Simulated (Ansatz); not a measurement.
# Si (Fd-3m) in Ansatz: settings compared

Aim: see how the results for Si move with the level of theory and the settings. Levels: PBEsol+D3(BJ)+ATM, LDA. Tasks: relaxation of the atoms.

Program: Ansatz 0.2.0. These are calculated values, not measurements. Logs are shortened: lines on timing, memory, paths and dates and some standing lists are left out, and cuts for length are marked.

## 1. The undisturbed crystal

The structure is cubic, space group Fd-3m (No. 227). Conventional cell: a = 5.444 Å, b = 5.444 Å, c = 5.444 Å, α = 90.00°, β = 90.00°, γ = 90.00°. Si (site symmetry -43m) has 4 Si at 2.36 Å as nearest neighbours.

## 2. Relaxation of the atoms, PBEsol+D3(BJ)+ATM, non-collinear spin, antiferromagnetic start (atoms moved at random, drawn with an rms of 0.1 Å)

The input, input.yaml:

```yaml
crystal:
  lattice:
    - [0.0, 2.7218511865, 2.7218511865]
    - [2.7218511865, 0.0, 2.7218511865]
    - [2.7218511865, 2.7218511865, 0.0]
  atoms:
    - { symbol: Si, position: [0.530155, 0.50662, 0.488302], spin: 0.501, spin_axis: [0.707107, 0.707107, 0.0] }
    - { symbol: Si, position: [0.736659, 0.762334, 0.769927], spin: 0.501, spin_axis: [-0.707107, -0.707107, 0.0] }
kpoints:
  mp_grid: { grid: [6, 6, 6] }
scf:
  occupations: { method: fermi_dirac, width: 0.01 }
hamiltonian:
  xc: pbesol
  dispersion: d3bjatm
  pseudopotentials: { kind: all_electron, lapw: { basis_error: 0.001 } }
magnetization:
  noncollinear: true
output:
  forces: true
  stress: true
relax:
  f_tol: 0.005
  max_steps: 60
```

Potentials or basis: all-electron LAPW, scalar-relativistic.

On the command line:

```
$ ansatz run input.yaml --threads 1 --pin off --max-ram 2560MiB --backend cpu --events-out ev --progress --plain --runs-dir out
```

Output:

```text
Warning: RAYON_NUM_THREADS=1 ignored (pool sized by the plan → 1); use --threads N
The last accepted step is kept in <dir> (removed where the run ends without a failure and the disk answers)
LAPW: plane waves up to 8.435 Å⁻¹, error target 1.0e-3 eV per atom; small_component_spin mean_spin; Si in spheres of 1.096 Å, 12 of its electrons in bands, Dirac shells [] (how accurate: hamiltonian.pseudopotentials.lapw.basis_error, Limitations)
Engine: ansatz 0.2.0, x86_64-unknown-linux-gnu
Pseudopotentials: kind: all_electron
Pseudopotential: Si, LAPW, valence charge 12, lapw/all_electron/scalar/gaussian/Si, Koelling and Harmon's equation, gaussian nucleus
Functional definition: PBEsol
  exchange = pbesol_x
  correlation = pbesol_c
this run first makes a single point of its starting geometry on two collinear spin channels, or without spin where it has no moments, for its own SCFs to start from. `scf.lower_state_search: off` leaves that single point out
Crystal: 2 atoms, lattice volume = 40.330 Å³
Basis set: ecut = 271.0982105095335 eV, 411 PW (Γ), exchange–correlation at level 2
Bands: 17, of which v1, the nominal top of the filled ones, is band 12 counted from 1 (11 counted from 0)
Symmetry: 1 space group operations
Space group: P1 (ITA 1), of the structure as read, at distance tolerance 3.4e-5 Å
Magnetic group: BNS 2.6 (UNI 6), of the structure as read, at distance tolerance 3.4e-5 Å
k-points: 112 of 216 (time reversal used)
Non-local potential: Si, projectors of the file, none
Initial density: superposition of atomic densities (chi_scale 0.1, normalization cell)
Starting moments: Σ|m| = 1.002 μB on 2 of 2 sites
Starting magnetic order: antiferromagnet; an inversion exchanges its spin sublattices: spin-degenerate at every k-point
Initial wavefunctions: plane waves of lowest kinetic energy (no species holds an atomic orbital)
Functional: x = pbesol(κ = 0.804, μ = 0.12345679012345678), c = pbesol(β = 0.046)
iter 1 solved again at ethr=3.04e-3 eV; its pass at ethr=1.00e-1 eV (dr2=7.30e-1 eV) is discarded
SCF iter   1: F=—  HF=-15756.475047 eV  |F-HF|=—  |Δ(HF+E_count)|=         —  Δρ=2.18e-2 (↑2.18e-2 ↓2.18e-2)  dr2=7.33e-1  dr2_m=6.36e-3  M=-0.000 μB ∫|m|=0.118 μB  β_m=0.30  ethr=3.04e-3  ⟨swp⟩=2.2  Hψ=26376  notcnv=0
preconditioner: auto → Kerker (q_TF=auto, 2.502 Å⁻¹)  [metal: Δε(μ)=0.003 eV  Ē_g=10.341 eV  σ=0.010 eV  W_gap=0.07  n_scr=14 (ndim 8)  ℏωp=16.5 eV  f_vac=0.000  D(μ)=0.46/eV (n_scr^D=0)]
spin=Collinear: Kerker preconditioning applied to the charge; magnetization (m = ρ↑ − ρ↓) channel mixes plain (no charge-response kernel on spin).
SCF iter   2: F=—  HF=-15756.417141 eV  |F-HF|=—  |Δ(HF+E_count)|=   5.79e-2  Δρ=1.72e-2 (↑1.72e-2 ↓1.72e-2)  dr2=4.92e-1  dr2_m=3.99e-3  M=0.000 μB ∫|m|=0.094 μB  β_m=0.30  ethr=3.04e-3  ⟨swp⟩=2.0  Hψ=10304  notcnv=0
iter 3 solved again at ethr=1.19e-4 eV; its pass at ethr=2.05e-3 eV (dr2=2.86e-2 eV) is discarded
SCF iter   3: F=—  HF=-15756.281266 eV  |F-HF|=—  |Δ(HF+E_count)|=   1.36e-1  Δρ=4.26e-3 (↑4.26e-3 ↓4.26e-3)  dr2=2.83e-2  dr2_m=2.45e-3  M=0.000 μB ∫|m|=0.078 μB  β_m=0.30  ethr=1.19e-4  ⟨swp⟩=2.4  Hψ=18967  notcnv=0
SCF iter   4: F=—  HF=-15756.280275 eV  |F-HF|=—  |Δ(HF+E_count)|=         —  Δρ=3.28e-3 (↑3.28e-3 ↓3.28e-3)  dr2=1.58e-2  dr2_m=1.57e-3  M=-0.000 μB ∫|m|=0.062 μB  β_m=0.30  ethr=1.18e-4  ⟨swp⟩=2.0  Hψ=10304  notcnv=0
the basis was enlarged: its passes take 400.0 KiB over the memory plan, 2 of 2 planned eigensolver slots
SCF iter   5: F=—  HF=-15756.280380 eV  |F-HF|=—  |Δ(HF+E_count)|=   1.05e-4  Δρ=1.85e-3 (↑1.85e-3 ↓1.85e-3)  dr2=8.98e-4  dr2_m=1.00e-3  M=-0.000 μB ∫|m|=0.050 μB  β_m=0.30  ethr=6.59e-5  ⟨swp⟩=3.0  Hψ=10779  notcnv=0
[... 53 lines left out ...]
iter 1 solved again at ethr=2.10e-10 eV; its pass at ethr=1.00e-1 eV (dr2=5.05e-8 eV) is discarded
SCF iter   1: F=—  HF=-15756.413551 eV  |F-HF|=—  |Δ(HF+E_count)|=         —  Δρ=1.34e-5  dr2=5.26e-8  dr2_m=4.09e-16  ethr=2.10e-10  |M|=4.67e-24 ∫|m|=3.39e-8 μB  β_m=0.30  ⟨swp⟩=3.0  Hψ=13531  notcnv=0
preconditioner: auto → none  [insulator: Δε(μ)=0.606 eV  Ē_g=9.399 eV  σ=0.010 eV  W_gap=1.00  n_scr=14 (ndim 8)  ℏωp=16.5 eV  f_vac=0.018  D(μ)=0.00/eV (n_scr^D=0)  ε∞_Penn≈4.1]
SCF iter   2: F=-15756.413551 eV  HF=-15756.413551 eV  |F-HF|=6.33e-10  |Δ(HF+E_count)|=   6.83e-9  Δρ=8.57e-6  dr2=1.79e-8  dr2_m=2.33e-16  ethr=2.10e-10  |M|=3.15e-24 ∫|m|=2.98e-8 μB  ⟨swp⟩=2.0  Hψ=8850  notcnv=0
the starting moments were not kept: the SCF closed with an absolute magnetisation of 2.9e-8 μB, where they sum to 1.002 μB in size (2 sites). That is at most 0.1 of that sum. Measured as dr2_m measures the in/out step, that magnetisation stands 1.3e-16 eV from none, at or under the dr2_threshold of 1.0e-7 eV: it is no larger than a step whose dr2_m would equal this threshold.
SCF 5 converged in 2 iterations: F = -15756.413551 eV  dr2 = 1.79e-8
relax step   4: F+E_penalty+E_count = -15756.41355114 eV  Δ(F+E_penalty+E_count) = -8.979e-9 eV  max|allowed force component| = 1.588e-3 eV/Å  Δτ_max = 0.0000 Å  (2 SCF iters, accepted)
the relaxation's final electronic state is not compared with the one that a single-point calculation of its input finds at the relaxed geometry: the levels of that state could not be read for rotations of its moments (`moment_stiffness` in the report says why). A lower state may exist there
SCF converged after 2 iterations
Stability not checked: this state was not tested for a lower state beside it, because this non-collinear magnet's GGA is evaluated by the locally collinear projection, under which the energy is not smooth in the magnetisation (locally_collinear_gga; see scf.lower_state_search)
Magnetization: |M| = 0.0000 μB,  M = (-0.0000, -0.0000, +0.0000) μB
Absolute magnetization: 0.0000 μB (∫|m|)
Moment direction: held on its axis by an average over the rotations of spin about it
  site 0: m = (-0.0000, -0.0000, -0.0000) μB, |m| = 0.0000 μB  (R = 1.10 Å)
  site 1: m = (+0.0000, +0.0000, +0.0000) μB, |m| = 0.0000 μB  (R = 1.10 Å)
Free energy (F): -15756.413551 eV
Harris-Foulkes:  -15756.413551 eV  (|F-HF|=6.33e-10)
Internal energy: -15756.413551 eV  (E = F + TS)
E sigma→0 (E₀):  -15756.413551 eV
Fermi energy:    7.637730 eV
--- Per-component energies (eV) ---
  E_band       = -1474.074514
  E_kinetic    = 15796.041603
  E_xc         = -1106.410474
  E_electrostatic = -30445.531087  (all electrons and nuclei)
  E_disp       = -0.513594  (pairwise vdW)
  E_smearing   = -0.000000  (= −TS)
  E_closure    = 0.000000  (closes the sum)
  E_atoms      = -15744.421745  (free atoms, spherical and without spin; not in F)
  Σ components = -15756.413551   (vs F -15756.413551, Δ=0.00e0)
  Basis errors (estimates in eV, not in F): energy 4.7e-4 per atom: plane waves 4.3e-4 (2.6e-4 summed), levels above the bands 4.5e-130, relativity 1.0e-8, radial functions 3.6e-5, core shells 1.2e-13; eigenvalues (radial functions only) 1.3e-7; not estimated: angular momenta, meshes, grids; target (lapw.basis_error) 1.0e-3; muffin-tin radii Si 1.096 Å
--- Forces (eV/Å), atoms counted from 1 ---
  atom   1  Si     0.00101308     0.00158835    -0.00105634
  atom   2  Si    -0.00101308    -0.00158835     0.00105634
  max |Σ_I F_I| component: 0.00e0 eV/Å
--- Stress (GPa, compression-positive) ---
       -2.195030       0.003406      -0.004394
        0.003406      -2.195030      -0.003255
       -0.004394      -0.003255      -2.195032
  P = ⅓ Tr σ = -2.1950 GPa (-21.950 kbar)
--- Relaxed structure (4 steps of the walk, 4 accepted, 0 SCFs on fresh bases) ---
  F+E_penalty+E_count = -15756.41355114 eV   max|allowed force component| = 1.588e-3 eV/Å
  atoms:
    - { symbol: Si, position: [0.5084097214147946, 0.5094883988659192, 0.5040895348847844] }
    - { symbol: Si, position: [0.7584042785852058, 0.7594656011340805, 0.7541394651152155] }
```

Run time: 2.7 min. Hardware: 1 thread of Intel Xeon 6975P-C (Granite Rapids), shared host; peak memory 0.69 GiB.

What came out:

```
Free energy               : -15756.4136 eV
Energy gained by relaxing : 64.4 meV/atom
Ionic steps               : 4
Pressure after relaxing   : -2.2 GPa
Band gap on the k mesh    : 0.61 eV
Net moment                : 0.00 μB per cell
Absolute moment           : 0.00 μB per cell
```

Forces in eV/Å, atoms in the order of the input:
```
Si   0.001  0.002 -0.001
Si  -0.001 -0.002  0.001
```

Step by step:
| step | energy change (eV) | largest force (eV/Å) |
| --- | --- | --- |
| 1 | 0.0000 | 1.6799 |
| 2 | -0.1220 | 0.4246 |
| 3 | -0.1288 | 0.0022 |
| 4 | -0.1288 | 0.0022 |

Final structure:
```
Si
1.0
     0.00000    2.72185    2.72185
     2.72185    0.00000    2.72185
     2.72185    2.72185    0.00000
Si
2
Direct
  0.50841 0.50949 0.50409
  0.75840 0.75947 0.75414
```

Moments on the atoms (μB; x, y, z):
```
Si  0.00 0.00 0.00
Si  0.00 0.00 0.00
```

Caveat: the starting moments weren't kept. A k mesh can miss the band edges.

## 3. Relaxation of the atoms, LDA, spin-orbit coupling, no magnetisation (atoms moved at random, drawn with an rms of 0.15 Å)

The input, input.yaml:

```yaml
crystal:
  lattice:
    - [0.0, 2.7218511865, 2.7218511865]
    - [2.7218511865, 0.0, 2.7218511865]
    - [2.7218511865, 2.7218511865, 0.0]
  atoms:
    - { symbol: Si, position_ang: [2.6763772187, 2.5475982735, 2.7460620528] }
    - { symbol: Si, position_ang: [3.9546619663, 4.1551889087, 4.0309119054] }
kpoints:
  mp_grid: { grid: [6, 6, 6] }
scf:
  occupations: { method: gaussian, width: 0.1 }
hamiltonian:
  xc: lda
  pseudopotentials: { kind: all_electron, lapw: { basis_error: 0.0005 } }
magnetization:
  noncollinear: true
  spin_orbit: true
output:
  forces: true
  stress: true
relax:
  f_tol: 0.01
  max_steps: 60
```

Potentials or basis: all-electron LAPW, relativistic spinors.

On the command line:

```
$ ansatz run input.yaml --threads 1 --pin off --max-ram 2560MiB --backend cpu --events-out ev --progress --plain --runs-dir out
```

It took 2.4 min on 1 thread of Intel Xeon 6975P-C (Granite Rapids), shared host; peak memory 0.6 GiB.

The run converged. Its results:

```yaml
Free_energy: -15730.3565 eV
Energy_gained_by_relaxing: 201.0 meV/atom
Ionic_steps: 4
Pressure_after_relaxing: -2.1 GPa
Largest_force_after_relaxing: 0.010 eV/Å
Band_gap_on_the_k_mesh: 0.60 eV
```

Forces on the atoms (eV/Å):
```
Si   0.007  0.003  0.007
Si  -0.007 -0.003 -0.007
```

The path:
```
step  energy change (eV)  largest force (eV/Å)
   1              0.0000                2.6915
   2             -0.3717                0.8667
   3             -0.4019                0.0099
   4             -0.4019                0.0099
```

Final structure:
```cif
data_structure
_symmetry_space_group_name_H-M 'P 1'
_symmetry_Int_Tables_number 1
_cell_length_a 3.8493
_cell_length_b 3.8493
_cell_length_c 3.8493
_cell_angle_alpha 60.000
_cell_angle_beta 60.000
_cell_angle_gamma 60.000
_cell_volume 40.33
loop_
_atom_site_label
_atom_site_type_symbol
_atom_site_fract_x
_atom_site_fract_y
_atom_site_fract_z
_atom_site_occupancy
Si1 Si 0.50403 0.49080 0.47722 1
Si2 Si 0.75407 0.74094 0.72726 1
```
